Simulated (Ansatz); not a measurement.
# HfO2 (Pnma) in Ansatz: settings compared

One crystal, HfO2, is run at these levels: PBE+D3(BJ), PBEsol+U; tasks: relaxation of cell and atoms.

Everything below comes from runs of Ansatz 0.2.0. Logs are shortened: lines on timing, memory, paths and dates and some standing lists are left out, and cuts for length are marked.

### 1 Starting point

Symmetry: Pnma, No. 62, orthorhombic system. The conventional cell has a = 5.556 Å, b = 3.334 Å, c = 6.505 Å, α = 90.00°, β = 90.00°, γ = 90.00°. Hf (site symmetry m) is surrounded by 7 O at 2.14 to 2.27 Å. O (site symmetry m) has 4 Hf at 2.14 to 2.17 Å as nearest neighbours. O (site symmetry m) has 3 Hf at 2.16 to 2.27 Å as nearest neighbours.

Measurements of this composition are mostly on another form, of space group No. 14.

### 2 Relaxation of cell and atoms, PBE+D3(BJ)

Contents of input.yaml:

```yaml
crystal:
  lattice:
    - [5.556395, 0.0, 0.0]
    - [0.0, 3.333597, 0.0]
    - [0.0, 0.0, 6.504995]
  atoms:
    - { symbol: Hf, position: [0.748682, 0.75, 0.607871] }
    - { symbol: Hf, position: [0.251318, 0.25, 0.392129] }
    - { symbol: Hf, position: [0.248682, 0.75, 0.892129] }
    - { symbol: Hf, position: [0.751318, 0.25, 0.107871] }
    - { symbol: O, position: [0.639499, 0.25, 0.4234] }
    - { symbol: O, position: [0.360501, 0.75, 0.5766] }
    - { symbol: O, position: [0.139499, 0.25, 0.0766] }
    - { symbol: O, position: [0.860501, 0.75, 0.9234] }
    - { symbol: O, position: [0.520794, 0.25, 0.841453] }
    - { symbol: O, position: [0.479206, 0.75, 0.158547] }
    - { symbol: O, position: [0.020794, 0.25, 0.658547] }
    - { symbol: O, position: [0.979206, 0.75, 0.341453] }
hamiltonian:
  xc: pbe
  pseudopotentials: { kind: paw }
  dispersion: d3bj
kpoints:
  mp_grid: { grid: [5, 8, 4] }
scf:
  occupations: { method: fermi_dirac, width: 0.05 }
output:
  forces: true
  stress: true
  eigenvalues: true
relax:
  f_tol: 0.01
  max_steps: 40
  cell: { stress_tol: 0.05 }
```

Potentials or basis: Ansatz PAW.

Run with:

```
$ ansatz run input.yaml --threads 4 --pin off --max-ram 11264MiB --backend cpu --events-out ev --progress --plain --runs-dir out
```

Log:

```text
Warning: RAYON_NUM_THREADS=4 ignored (pool sized by the plan → 4); use --threads N
Engine: ansatz 0.2.0, aarch64-unknown-linux-gnu
Pseudopotentials: kind: paw
Pseudopotential: Hf, paw, valence charge 26, recommended cutoff 420 eV (normal), Hf.paw.azcp
Pseudopotential: O, paw, valence charge 6, recommended cutoff 420 eV (normal), O.paw.azcp
Functional definition: PBE
  parameter kappa = 0.804
  parameter beta = 0.06672455060314922
  exchange = pbe_x(kappa = kappa, mu = beta*pi^2/3)
  correlation = pbe_c(beta = beta)
Crystal: 12 atoms, lattice volume = 120.491 Å³
Basis set: ecut = 420 eV, 2361 PW (Γ), exchange–correlation on 80×48×90 points (8 copies of the dense FFT grid, shifted against one another)
Bands: 92, of which v1, the nominal top of the filled ones, is band 76 counted from 1 (75 counted from 0)
Symmetry: 8 space group operations
Space group: Pnma (ITA 62), of the structure as read, at distance tolerance 4.9e-5 Å
k-points: 45 of 160
Non-local potential: Hf, projectors of the file, l = 0: 3, l = 1: 2, l = 2: 2, l = 3: 3
Non-local potential: O, projectors of the file, l = 0: 2, l = 1: 2, l = 2: 1
PAW form: soft (Blöchl's): semilocal exchange-correlation on the pseudo side does not see the compensation charge
PAW one-centre angular grid: Hf, 590 points (default); XC on 64 Gauss nodes
PAW one-centre angular grid: O, 110 points (default); XC on 64 Gauss nodes
Initial density: superposition of atomic densities (neutral atoms: chi_scale 0, normalization atom), corrected by the library's trained network
Initial wavefunctions: pseudopotential atomic-orbital guess
Functional: x = pbe(κ = 0.804, μ = 0.2195149727645171), c = pbe(β = 0.06672455060314922)
SCF iter   1: F=—  HF=-67448.175543 eV  |F-HF|=—  |Δ(HF+E_count)|=         —  Δρ=3.92e-3  dr2=1.85e-2  ethr=1.77e-3  ⟨swp⟩=5.1  Hψ=12758  notcnv=0  defer=125
preconditioner: auto → Resta (q_TF=auto, 2.836 Å⁻¹)  ε∞=5.9  [insulator: Δε(μ)=3.421 eV  Ē_g=18.349 eV  σ=0.050 eV  W_gap=1.00  n_scr=42 (ndim 8)  ℏωp=40.6 eV  f_vac=0.000  D(μ)=0.00/eV (n_scr^D=0)  ε∞_Penn≈5.9]
SCF iter   2: F=—  HF=-67448.173864 eV  |F-HF|=—  |Δ(HF+E_count)|=   1.68e-3  Δρ=2.02e-3  dr2=3.37e-3  ethr=1.22e-5  ⟨swp⟩=2.0  Hψ=7374  notcnv=0  defer=171
SCF iter   3: F=—  HF=-67448.174239 eV  |F-HF|=—  |Δ(HF+E_count)|=   3.75e-4  Δρ=8.55e-4  dr2=1.02e-3  ethr=2.22e-6  ⟨swp⟩=2.0  Hψ=4932  notcnv=0  defer=171
SCF iter   4: F=—  HF=-67448.174265 eV  |F-HF|=—  |Δ(HF+E_count)|=   2.61e-5  Δρ=2.01e-4  dr2=3.55e-5  ethr=6.70e-7  ⟨swp⟩=2.0  Hψ=6359  notcnv=0  defer=171
SCF iter   5: F=—  HF=-67448.174112 eV  |F-HF|=—  |Δ(HF+E_count)|=   1.53e-4  Δρ=6.73e-5  dr2=4.28e-6  ethr=2.34e-8  ⟨swp⟩=2.0  Hψ=7141  notcnv=0  defer=171
SCF iter   6: F=—  HF=-67448.174113 eV  |F-HF|=—  |Δ(HF+E_count)|=   4.07e-8  Δρ=3.91e-5  dr2=1.47e-6  ethr=2.82e-9  ⟨swp⟩=2.0  Hψ=6525  notcnv=0  defer=171
SCF iter   7: F=-67448.174112 eV  HF=-67448.174112 eV  |F-HF|=1.25e-8  |Δ(HF+E_count)|=   2.34e-7  Δρ=7.77e-6  dr2=5.48e-8  ethr=6.58e-11  ⟨swp⟩=9.0  Hψ=20982  notcnv=0
SCF 1 converged in 7 iterations: F = -67448.174112 eV  dr2 = 5.48e-8
relax step   1: F+E_penalty+E_count = -67448.17411229 eV  Δ(F+E_penalty+E_count) = +0.000e0 eV  max|allowed force component| = 5.826e-2 eV/Å  Δτ_max = 0.0000 Å  P = -1.014 GPa  Ω = 120.491 Å³  (7 SCF iters, dr2 threshold 1.00e-7 eV, accepted)
Crystal: 12 atoms, lattice volume = 119.733 Å³
Basis set: ecut = 420 eV, 2353 PW (Γ), exchange–correlation on 80×48×90 points (8 copies of the dense FFT grid, shifted against one another)
Initial density: handed on by an earlier stage of this run
Initial wavefunctions: those handed on with the density
iter 1 solved again at ethr=1.07e-6 eV; its pass at ethr=3.10e-3 eV (dr2=1.62e-3 eV) is discarded
[... 75 lines left out ...]
--- Per-component energies (eV) ---
  E_band       = 485.703695
  E_kinetic    = 3092.707441
  E_local      = -21159.728308  (includes V_loc(G=0)·N_el)
  E_nonlocal   = -4588.828684
  E_hartree    = 9772.904708
  E_xc         = -1793.324807
  E_vxc        = -1822.667438  (∫ρ·V_xc dr)
  E_paw        = -28971.767798  (= ΣΔE_a)
  E_vpaw       = 5418.391217  (= ΣTr[D̂ρ^β])
  E_aug_tail   = 0.019868  (compensation charges beyond the density's cutoff)
  E_ewald      = -23797.032751
  E_disp       = -3.128627  (pairwise vdW)
  E_smearing   = -0.000000  (= −TS)
  E_closure    = -0.000000  (closes the sum)
  Σ components = -67448.178957   (vs F -67448.178957, Δ=0.00e0)
--- Forces (eV/Å), atoms counted from 1 ---
  atom   1  Hf     0.00001553    -0.00000000     0.00085446
  atom   2  Hf    -0.00001553     0.00000000    -0.00085446
  atom   3  Hf     0.00001553    -0.00000000    -0.00085446
  atom   4  Hf    -0.00001553     0.00000000     0.00085446
  atom   5  O      0.00009214     0.00000000    -0.00063366
  atom   6  O     -0.00009214     0.00000000     0.00063366
  atom   7  O      0.00009214     0.00000000     0.00063366
  atom   8  O     -0.00009214    -0.00000000    -0.00063366
  atom   9  O      0.00023303    -0.00000000     0.00001654
  atom  10  O     -0.00023303     0.00000000    -0.00001654
  atom  11  O      0.00023303    -0.00000000    -0.00001654
  atom  12  O     -0.00023303     0.00000000     0.00001654
  max |Σ_I F_I| component: 5.20e-18 eV/Å
--- Stress (GPa, compression-positive) ---
       -0.004245      -0.000000      -0.000000
       -0.000000       0.006512       0.000000
       -0.000000       0.000000      -0.001783
  P = ⅓ Tr σ = 0.0002 GPa (0.002 kbar)
--- Band table (eV; the first three rows and the last of 45) ---
  k-point 0: bands = ["-43.1348", "-43.1158", "-43.1152", "-43.1111", "-12.2374", "-12.0842", "-12.0221", "-11.9023", "-11.8460", "-11.7753", "-11.7535", "-11.6784", "-11.6723", "-11.6600", "-11.6513", "-11.6350", "-1.2774", "0.3913", "0.4085", "0.9275", "1.2396", "1.2680", "1.3178", "1.5044", "6.9529", "6.9710", "6.9757", "6.9789", "6.9829", "6.9831", "6.9832", "6.9895", "6.9906", "6.9916", "6.9928", "6.9990", "6.9992", "6.9998", "7.0054", "7.0089", "7.0091", "7.0134", "7.0236", "7.0255", "7.0280", "7.0344", "7.0345", "7.0374", "7.0417", "7.0492", "7.0656", "7.0689", "12.3638", "12.4176", "12.8622", "13.0356", "13.1778", "13.5910", "13.6259", "13.6579", "14.0081", "14.1346", "14.2295", "14.4022", "14.9811", "15.1435", "15.2015", "15.6156", "15.7336", "16.0121", "16.3316", "16.7363", "16.7580", "17.2740", "17.5200", "17.5715", "20.9813", "21.9891", "22.0251", "22.5850", "23.1432", "23.4048", "23.4496", "24.1435", "24.2618", "24.3244", "24.4607", "24.7305", "24.7512", "25.2129", "25.2143", "25.4682"]
  k-point 1: bands = ["-43.1328", "-43.1211", "-43.1120", "-43.1109", "-12.2030", "-12.0392", "-11.9976", "-11.9774", "-11.8231", "-11.7661", "-11.7441", "-11.7288", "-11.6929", "-11.6571", "-11.6492", "-11.6491", "-1.0827", "0.0461", "0.4879", "0.8983", "1.3020", "1.3185", "1.3231", "1.4876", "6.9544", "6.9691", "6.9778", "6.9796", "6.9836", "6.9862", "6.9886", "6.9915", "6.9940", "6.9941", "6.9944", "6.9990", "6.9992", "6.9999", "7.0049", "7.0066", "7.0151", "7.0151", "7.0160", "7.0205", "7.0281", "7.0300", "7.0330", "7.0338", "7.0373", "7.0447", "7.0723", "7.0789", "12.1921", "12.2895", "12.7456", "12.8234", "13.3126", "13.4068", "13.8069", "13.9648", "14.0597", "14.1994", "14.5505", "14.7510", "14.7539", "15.1027", "15.2575", "15.4299", "15.7113", "16.1271", "16.4411", "16.5811", "16.9772", "17.1306", "17.2674", "17.3940", "21.3110", "22.0057", "22.1211", "22.6912", "22.9571", "23.1302", "23.2847", "23.5429", "24.4729", "24.4931", "24.6819", "24.8979", "24.9142", "25.0295", "25.3847", "25.6813"]
  k-point 2: bands = ["-43.1276", "-43.1276", "-43.1108", "-43.1108", "-12.1136", "-12.1136", "-11.9316", "-11.9316", "-11.8588", "-11.8588", "-11.7203", "-11.7203", "-11.6929", "-11.6929", "-11.6513", "-11.6513", "-0.5742", "-0.5742", "0.7074", "0.7074", "1.3268", "1.3268", "1.4308", "1.4308", "6.9603", "6.9603", "6.9811", "6.9811", "6.9884", "6.9884", "6.9943", "6.9943", "6.9949", "6.9949", "6.9968", "6.9968", "6.9988", "6.9988", "7.0078", "7.0078", "7.0120", "7.0120", "7.0204", "7.0204", "7.0293", "7.0293", "7.0312", "7.0312", "7.0326", "7.0326", "7.0818", "7.0818", "12.1143", "12.1143", "12.6393", "12.6393", "13.6665", "13.6665", "13.7225", "13.7225", "14.2006", "14.2006", "14.6924", "14.6924", "14.9532", "14.9532", "15.6669", "15.6669", "15.9502", "15.9502", "16.2659", "16.2659", "17.0177", "17.0177", "17.2016", "17.2016", "21.8647", "21.8647", "22.5847", "22.5847", "22.8569", "22.8569", "22.9824", "22.9824", "24.5789", "24.5789", "24.6508", "24.6508", "25.4567", "25.4567", "25.7551", "25.7551"]
  k-point 44: bands = ["-43.1087", "-43.1087", "-43.1050", "-43.1050", "-12.2065", "-12.2065", "-12.1619", "-12.1619", "-11.8410", "-11.8410", "-11.8389", "-11.8389", "-11.7420", "-11.7420", "-11.7143", "-11.7143", "0.4657", "0.4657", "0.5478", "0.5478", "1.1531", "1.1531", "1.1610", "1.1610", "6.9721", "6.9721", "6.9726", "6.9726", "6.9935", "6.9935", "6.9941", "6.9941", "6.9976", "6.9976", "7.0040", "7.0040", "7.0085", "7.0085", "7.0121", "7.0121", "7.0166", "7.0166", "7.0192", "7.0192", "7.0285", "7.0285", "7.0359", "7.0359", "7.0433", "7.0433", "7.0456", "7.0456", "12.0881", "12.0881", "12.2625", "12.2625", "13.0405", "13.0405", "13.1104", "13.1104", "14.1481", "14.1481", "14.6480", "14.6480", "15.9006", "15.9006", "15.9431", "15.9431", "16.2464", "16.2464", "16.3392", "16.3392", "16.8138", "16.8138", "16.8785", "16.8785", "23.2371", "23.2371", "23.6884", "23.6884", "23.8604", "23.8604", "24.0195", "24.0195", "24.8690", "24.8690", "25.1886", "25.1886", "25.4972", "25.4972", "25.5008", "25.5008"]
--- Relaxed structure (6 steps of the walk, 6 accepted, 2 SCFs on fresh bases) ---
  F+E_penalty+E_count = -67448.17895704 eV   max|allowed force component| = 8.545e-4 eV/Å   (the final SCF, on the basis selected at the relaxed cell)
  cell:  # Å, volume = 119.7275 Å³
    - [5.5542884009537765, 0.0, 0.0]
    - [0.0, 3.32061245028187, 0.0]
    - [0.0, 0.0, 6.491532046730386]
  atoms:
    - { symbol: Hf, position: [0.7477864775839029, 0.75, 0.6097827932848776] }
    - { symbol: Hf, position: [0.25221352241609696, 0.25, 0.3902172067151224] }
    - { symbol: Hf, position: [0.247786477583903, 0.75, 0.8902172067151225] }
    - { symbol: Hf, position: [0.752213522416097, 0.25, 0.10978279328487751] }
    - { symbol: O, position: [0.6400543011131359, 0.25, 0.4245338371626803] }
    - { symbol: O, position: [0.35994569888686423, 0.75, 0.5754661628373196] }
    - { symbol: O, position: [0.14005430111313594, 0.25, 0.07546616283731966] }
    - { symbol: O, position: [0.8599456988868642, 0.75, 0.92453383716268] }
    - { symbol: O, position: [0.5225785051439212, 0.25, 0.8400560951242296] }
    - { symbol: O, position: [0.47742149485607877, 0.75, 0.15994390487577057] }
    - { symbol: O, position: [0.022578505143921276, 0.25, 0.6599439048757704] }
    - { symbol: O, position: [0.9774214948560784, 0.75, 0.34005609512422946] }
```

It took 75 s on 4 threads of Arm Neoverse V1, shared host; peak memory 0.79 GiB.

What came out:

```
Free energy                            : -67448.1790 eV
Relaxed volume                         : 9.98 Å³/atom
Relaxed cell                           : a = 5.554 Å, b = 3.321 Å, c = 6.492 Å, α = 90.00°, β = 90.00°, γ = 90.00°
Space group after relaxing (to 0.05 Å) : Pnma (No. 62)
Energy gained by relaxing              : 0.4 meV/atom
Ionic steps                            : 8
Pressure after relaxing                : 0.0 GPa
Band gap on the k mesh                 : 3.41 eV, direct
```

The path:
| step | energy change (eV) | largest force (eV/Å) | volume (Å³) |
| --- | --- | --- | --- |
| 1 | 0.0000 | 0.0587 | 120.49 |
| 2 | -0.0061 | 0.1106 | 119.73 |
| 3 | -0.0070 | 0.0583 | 119.89 |
| 4 | -0.0078 | 0.0414 | 119.88 |
| 5 | -0.0091 | 0.0053 | 119.76 |
| 6 | -0.0048 | 0.0054 | 119.76 |
| 7 | -0.0050 | 0.0008 | 119.73 |
| 8 | -0.0048 | 0.0009 | 119.73 |

Final structure:
```
Hf O
1.0
     5.55429    0.00000    0.00000
     0.00000    3.32061    0.00000
     0.00000    0.00000    6.49153
Hf O
4 8
Direct
  0.74779 0.75000 0.60978
  0.25221 0.25000 0.39022
  0.24779 0.75000 0.89022
  0.75221 0.25000 0.10978
  0.64005 0.25000 0.42453
  0.35995 0.75000 0.57547
  0.14005 0.25000 0.07547
  0.85995 0.75000 0.92453
  0.52258 0.25000 0.84006
  0.47742 0.75000 0.15994
  0.02258 0.25000 0.65994
  0.97742 0.75000 0.34006
```

Levels at points of the mesh, in eV from the valence-band top:
```
             k point  band 73  band 74  band 75  band 76  band 77  band 78  band 79  band 80
  (0.00, 0.00, 0.00)    -0.81    -0.30    -0.05     0.00     3.41     4.42     4.45     5.01
 (0.00, 0.00, -0.50)    -0.55    -0.55    -0.37    -0.37     4.29     4.29     5.01     5.01
 (0.00, -0.50, 0.00)    -0.83    -0.83    -0.66    -0.66     5.22     5.22     6.03     6.03
(0.00, -0.50, -0.50)    -0.93    -0.93    -0.78    -0.78     5.18     5.18     6.26     6.26
```

Caveat: odd divisions of the mesh miss points on the zone boundary, where band edges often lie, so the gap on the mesh can be too wide; the plane-wave basis is chosen anew once the cell has moved, so the energies of steps on either side of that aren't comparable; the pressure holds a Pulay correction of +0.9 GPa for the finite cutoff; spin-orbit coupling is left out, which moves the levels of the heavy elements.

(Continued in part 2 of 2.)
